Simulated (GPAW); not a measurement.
# WC (Fm-3m) in GPAW: single point with PBE

Aim: the single point of WC with PBE.

Program: GPAW 26.7.0. These are calculated values, not measurements. Logs are shortened: lines on timing, memory, paths and dates and some standing lists are left out, and cuts for length are marked. The log counts tension as positive stress, the text compression.

### Step 1. The structure

The structure is cubic, space group Fm-3m (No. 225). The conventional cell has a = 4.385 Å, b = 4.385 Å, c = 4.385 Å, α = 90.00°, β = 90.00°, γ = 90.00°. W (site symmetry m-3m) has 6 C at 2.19 Å as nearest neighbours. C (site symmetry m-3m) has 6 W at 2.19 Å as nearest neighbours.

Measurements of this composition are mostly on another form, of space group No. 187.

### Step 2. Single point, PBE

Contents of run.py:

```python
from ase.dft.bandgap import bandgap
from ase.io import read, write
from ase.units import GPa
from gpaw import GPAW, PW

atoms = read('POSCAR')

calc = GPAW(mode=PW(650),
            xc='PBE',
            kpts={'size': (8, 8, 8), 'gamma': True},
            occupations={'name': 'fermi-dirac', 'width': 0.05},
            nbands=19,
            maxiter=120,
            txt='gpaw.txt')
atoms.calc = calc
energy = atoms.get_potential_energy()
forces = atoms.get_forces()
stress = atoms.get_stress()
calc.write('gs.gpw')
write('result.traj', atoms)
print(f'Energy: {energy:.6f} eV')
print('Forces (eV/A):')
print(forces.round(4))
print('Stress (GPa):', (stress / GPa).round(3))
print('Fermi level:', round(calc.get_fermi_level(), 4), 'eV')
print(f'Gap: {bandgap(calc)[0]:.4f} eV, direct: {bandgap(calc, direct=True)[0]:.4f} eV')
```

Contents of POSCAR:

```
WC
1.0
    0.0000000000      2.1926840000      2.1926840000
    2.1926840000      0.0000000000      2.1926840000
    2.1926840000      2.1926840000      0.0000000000
W C
1 1
Direct
    0.0000000000      0.0000000000      0.0000000000
    0.5000000000      0.5000000000      0.5000000000
```

Potentials or basis: GPAW PAW data sets (gpaw-data 1.2.1), pw.

Launch:

```bash
> OMP_NUM_THREADS=1 python run.py
```

gpaw.txt:

```text
__  _  _
 | _ |_)|_||  |
 |__||  | ||/\| - 26.7.0

Input parameters:
  mode=PW(ecut=650.0),
  kpts=MonkhorstPack(size=(8, 8, 8), gamma=True),
  maxiter=120,
  nbands=19,
  occupations=Occupations(name='fermi-dirac', width=0.05),
  xc=XC(name='PBE')

Diagonalizing LCAO Hamiltonian
Converting LCAO to pw mode

              C

       W

Atoms  # Å, Bohr magnetons
|   | symbol |        x |        y |        z |    initial magnetic moments |
|---|--------|----------|----------|----------|-----------------------------|
| 0 |      W | 0.000000 | 0.000000 | 0.000000 | ( 0.0000,  0.0000,  0.0000) |
| 1 |      C | 2.192684 | 2.192684 | 2.192684 | ( 0.0000,  0.0000,  0.0000) |

Unit cell  # Å
| periodic |        x |        y |        z |  lengths |    angles |
|----------|----------|----------|----------|----------|-----------|
|      yes | 0.000000 | 2.192684 | 2.192684 | 3.100923 | 60.000000 |
|      yes | 2.192684 | 0.000000 | 2.192684 | 3.100923 | 60.000000 |
|      yes | 2.192684 | 2.192684 | 0.000000 | 3.100923 | 60.000000 |

Number of symmetries: 48
Symmetry operations  # r_c * U_cc + t_c -> r_c
|    | kind |            matrix            |
|----|------|------------------------------|
|  0 |  σ   |  1, 0, 0,  1, 0,-1,  1,-1, 0 |
|  1 |  C2  |  1, 0, 0,  1,-1, 0,  1, 0,-1 |
|  2 |  E   |  1, 0, 0,  0, 1, 0,  0, 0, 1 |
|  3 |  σ   |  1, 0, 0,  0, 0, 1,  0, 1, 0 |
|  4 |  C4  |  1, 0,-1,  1, 0, 0,  1,-1, 0 |
|  5 |  S6  |  1, 0,-1,  1,-1, 0,  1, 0, 0 |
|  6 |  σ   |  1, 0,-1,  0, 1,-1,  0, 0,-1 |
|  7 |  C3  |  1, 0,-1,  0, 0,-1,  0, 1,-1 |
|  8 |  S6  |  1,-1, 0,  1, 0, 0,  1, 0,-1 |
|  9 |  C4  |  1,-1, 0,  1, 0,-1,  1, 0, 0 |
| 10 |  C3  |  1,-1, 0,  0,-1, 1,  0,-1, 0 |
| 11 |  σ   |  1,-1, 0,  0,-1, 0,  0,-1, 1 |
| 12 |  σ   |  0, 1, 0,  1, 0, 0,  0, 0, 1 |
| 13 |  C4  |  0, 1, 0,  0, 1,-1, -1, 1, 0 |
| 14 |  C3  |  0, 1, 0,  0, 0, 1,  1, 0, 0 |
| 15 |  S6  |  0, 1, 0, -1, 1, 0,  0, 1,-1 |
| 16 |  C2  |  0, 1,-1,  1, 0,-1,  0, 0,-1 |
| 17 |  σ   |  0, 1,-1,  0, 1, 0, -1, 1, 0 |
| 18 |  S4  |  0, 1,-1,  0, 0,-1,  1, 0,-1 |
| 19 |  C4  |  0, 1,-1, -1, 1, 0,  0, 1, 0 |
| 20 |  C3  |  0, 0, 1,  1, 0, 0,  0, 1, 0 |
| 21 |  σ   |  0, 0, 1,  0, 1, 0,  1, 0, 0 |
| 22 |  S6  |  0, 0, 1,  0,-1, 1, -1, 0, 1 |
| 23 |  C4  |  0, 0, 1, -1, 0, 1,  0,-1, 1 |
| 24 |  S4  |  0, 0,-1,  1, 0,-1,  0, 1,-1 |
| 25 |  C3  |  0, 0,-1,  0, 1,-1,  1, 0,-1 |
| 26 |  C2  |  0, 0,-1,  0,-1, 0, -1, 0, 0 |
| 27 |  S6  |  0, 0,-1, -1, 0, 0,  0,-1, 0 |
| 28 |  S4  |  0,-1, 1,  1,-1, 0,  0,-1, 0 |
| 29 |  C4  |  0,-1, 1,  0, 0, 1, -1, 0, 1 |
| 30 |  C2  |  0,-1, 1,  0,-1, 0,  1,-1, 0 |
| 31 |  σ   |  0,-1, 1, -1, 0, 1,  0, 0, 1 |
| 32 |  C3  |  0,-1, 0,  1,-1, 0,  0,-1, 1 |
| 33 |  S6  |  0,-1, 0,  0, 0,-1, -1, 0, 0 |
| 34 |  S4  |  0,-1, 0,  0,-1, 1,  1,-1, 0 |
| 35 |  C2  |  0,-1, 0, -1, 0, 0,  0, 0,-1 |
| 36 |  C2  | -1, 1, 0,  0, 1, 0,  0, 1,-1 |
| 37 |  S6  | -1, 1, 0,  0, 1,-1,  0, 1, 0 |
| 38 |  S4  | -1, 1, 0, -1, 0, 1, -1, 0, 0 |
| 39 |  C3  | -1, 1, 0, -1, 0, 0, -1, 0, 1 |
| 40 |  S6  | -1, 0, 1,  0, 0, 1,  0,-1, 1 |
| 41 |  C2  | -1, 0, 1,  0,-1, 1,  0, 0, 1 |
| 42 |  C3  | -1, 0, 1, -1, 1, 0, -1, 0, 0 |
| 43 |  S4  | -1, 0, 1, -1, 0, 0, -1, 1, 0 |
| 44 |  C2  | -1, 0, 0,  0, 0,-1,  0,-1, 0 |
| 45 |  i   | -1, 0, 0,  0,-1, 0,  0, 0,-1 |
| 46 |  σ   | -1, 0, 0, -1, 1, 0, -1, 0, 1 |
| 47 |  C2  | -1, 0, 0, -1, 0, 1, -1, 1, 0 |

BZ-sampling:
  Number of BZ points: 512
  Number of IBZ points: 29

  Monkhorst-Pack size: [8, 8, 8]
  Monkhorst-Pack shift: [0.0625, 0.0625, 0.0625]

K-points  # in reciprocal-cell coordinates
|     |                                coordinates |     weight |
|-----|--------------------------------------------|------------|
|   0 | (  0.00000000,   0.00000000,   0.00000000) | 0.00195312 |
|   1 | (  0.12500000,   0.12500000,   0.00000000) | 0.01171875 |
|   2 | (  0.12500000,   0.12500000,   0.12500000) | 0.01562500 |
|   3 | (  0.25000000,   0.12500000,   0.12500000) | 0.02343750 |
|   4 | (  0.25000000,   0.25000000,   0.00000000) | 0.01171875 |
|   5 | (  0.25000000,   0.25000000,   0.12500000) | 0.04687500 |
|   6 | (  0.25000000,   0.25000000,   0.25000000) | 0.01562500 |
|   7 | (  0.37500000,   0.25000000,  -0.37500000) | 0.04687500 |
|   8 | (  0.37500000,   0.25000000,   0.12500000) | 0.04687500 |
|   9 | (  0.37500000,   0.25000000,   0.25000000) | 0.04687500 |
| ... |                                            |            |
|  28 | (  0.50000000,   0.50000000,   0.50000000) | 0.00781250 |

Plane wave coefficients: 821
Cutoff: 650.0 eV

Spin-components: 1 (collinear spins)
Bands:           19
Projectors:      11
Spin-degeneracy: 2
Datatype:        complex128

Parallelization:
  kpt:    1
  domain: 1
  band:   1

Density:
  Valence electrons: 18.0
  Components: 1
  Grid points: [20 20 20]
  Charge: 0.0  # |e|

Potential:
  Grid points: [20 20 20]

species:
  W:
    name:    Tungsten
    Z:       74.0
    valence: 14
    core:    60
    charge:  0.0  # [|e|]
    compensation charges:
      type: gauss
      rc: 0.40  # [Å]
      lmax: 2
    cutoffs:
      filter: 2.36  # [Å]
      core: 3.02  # [Å]
    projectors
    | kind |    occ | energy [eV] | rcut [Å] |
    |------|--------|-------------|----------|
    |   5s |  2.000 |     -78.830 |    1.344 |
    |   6s |  2.000 |      -5.697 |    1.344 |
    |   5p |  6.000 |     -43.233 |    1.355 |
    |   6p |  0.000 |      -1.367 |    1.355 |
    |   5d |  4.000 |      -4.494 |    1.228 |
    |    d |        |      22.717 |    1.228 |

    Using partial waves for W as LCAO basis

  C:
    name:    Carbon
    Z:       6.0
    valence: 4
    core:    2
    charge:  0.0  # [|e|]
    compensation charges:
      type: gauss
      rc: 0.20  # [Å]
      lmax: 2
    cutoffs:
      filter: 1.14  # [Å]
      core: 1.14  # [Å]
    projectors
    | kind |    occ | energy [eV] | rcut [Å] |
    |------|--------|-------------|----------|
    |   2s |  2.000 |     -13.751 |    0.635 |
    |   2p |  2.000 |      -5.284 |    0.635 |
    |    s |        |      13.461 |    0.635 |
    |    p |        |      21.927 |    0.635 |
    |    d |        |       0.000 |    0.635 |

    Using partial waves for C as LCAO basis

Reference energy: -439799.299771  # eV

eigensolver:
  PPCG
  Converge bands: occupied
  niter=2

density mixing:
  MSR1-Mixer
  Pratt-step length: 0.05
  Maximum mixing coefficient: 0.75
  Old densities: 10
  SVD Regularization: 0.005
  Good broyden scale: 1.0
  Trust region scale: 1.0
  Backstep threshold: 4.0
  History deletion threshold: 6.0
  Fourier metric: weight=20.0, sigma=0.015

occupation numbers:
  Fermi-Dirac:
    width: 0.0500  # eV

poisson solver:
  ecut: 5200.0  # eV

xc functional:
  name: PBE with 2 nearest neighbor stencil

convergence criteria:
- Maximum [total energy] change in last 3 cyles: 0.0005 eV / valence electron
- Maximum integral of absolute [dens]ity change: 0.0001 electrons / valence electron
- Maximum integral of absolute [eigenst]ate change: 4e-08 eV^2 / valence electron
maximum number of iterations: 120

SCF iterations
|iter     | |      energy | eigst |  dens |
|---------|-|-------------|-------|-------|
|iter:   1| |  -22.062312 | +0.07 |       |
|iter:   2| |  -21.479440 | -2.60 | -0.89 |
|iter:   3| |  -20.189514 | -1.60 | -0.96 |
|iter:   4| |  -20.198997 | -3.65 | -1.74 |
|iter:   5| |  -20.207384 | -3.87 | -1.95 |
|iter:   6| |  -20.207336c| -5.88 | -3.09 |
|iter:   7| |  -20.207337c| -7.38 | -3.87 |
|iter:   8| |  -20.207337c| -7.96c| -4.26c|

Converged in 8 steps
Energy contributions relative to reference atoms: (reference = -439799.299771)

Energy contributions:
  Kinetic:          11.657414
  Coulomb:         -12.879296
  Zero:              0.042337
  External:          0.000000
  Xc:              -19.021028
  Entropy:          -0.013529
  Spinorbit:         0.000000
  ----------------------------
  Free energy:     -20.214101
  Extrapolated:    -20.207337

dipole moment: (-16.314808, -16.314808, -16.314808)  # |e|*Ang

Fermi level: 15.537
Eigenvalues  # (at kpt = [0.000, 0.000, 0.000])
| band index |      eig [eV] | occ [0-2] |
|------------|---------------|-----------|
|          0 |       -59.812 |     2.000 |
|        ... |               |           |
|          5 |        12.671 |     2.000 |
|          6 |        12.671 |     2.000 |
|          7 |        12.671 |     2.000 |
|          8 |        14.356 |     2.000 |
|          9 |        14.356 |     2.000 |
|         10 |        14.356 |     2.000 |
|         11 |        14.467 |     2.000 |
|         12 |        14.467 |     2.000 |
|         13 |        21.881 |     0.000 |
|         14 |        25.196 |     0.000 |
|         15 |        38.496 |     0.000 |
|         16 |        38.496 |     0.000 |
|         17 |        38.496 |     0.000 |
|         18 |        41.344 |     0.000 |

No gap
No difference between direct/indirect transitions

Forces  # eV/Ang
|       x |        y |        z |
|---------|----------|----------|
| 0.00000 | -0.00000 |  0.00000 |  # W    0
| 0.00000 |  0.00000 | -0.00000 |  # C    1

Stress tensor  # eV/Ang^3
|         x |         y |         z |
|-----------|-----------|-----------|
|  0.007453 | -0.000000 |  0.000000 |
| -0.000000 |  0.007453 | -0.000000 |
|  0.000000 | -0.000000 |  0.007453 |

# Writing to gs.gpw (mode='')
```

Wall time 8.6 s (1 thread of Arm Neoverse V2, shared host); peak memory 0.15 GiB.

What came out:

```
Free energy            : -20.2141 eV
Pressure               : -1.2 GPa
Band gap on the k mesh : none (metal or under the smearing width)
```

Levels at points of the mesh, in eV from the Fermi level:
```csv
k point,band 5,band 6,band 7,band 8,band 9,band 10,band 11,band 12,band 13,band 14
"(0.00, 0.00, 0.00)",-15.90,-2.87,-2.87,-2.87,-1.18,-1.18,-1.18,-1.07,-1.07,6.34
"(0.50, 0.50, 0.00)",-13.68,-5.87,-5.72,-2.62,-2.62,0.74,2.14,2.14,5.35,7.16
"(0.50, 0.50, 0.50)",-11.34,-9.88,-6.68,-6.68,0.92,0.92,2.21,4.82,8.64,8.64
```

Caveat: the cutoff is short for stress and forces, so pressures can be off by a GPa or more.
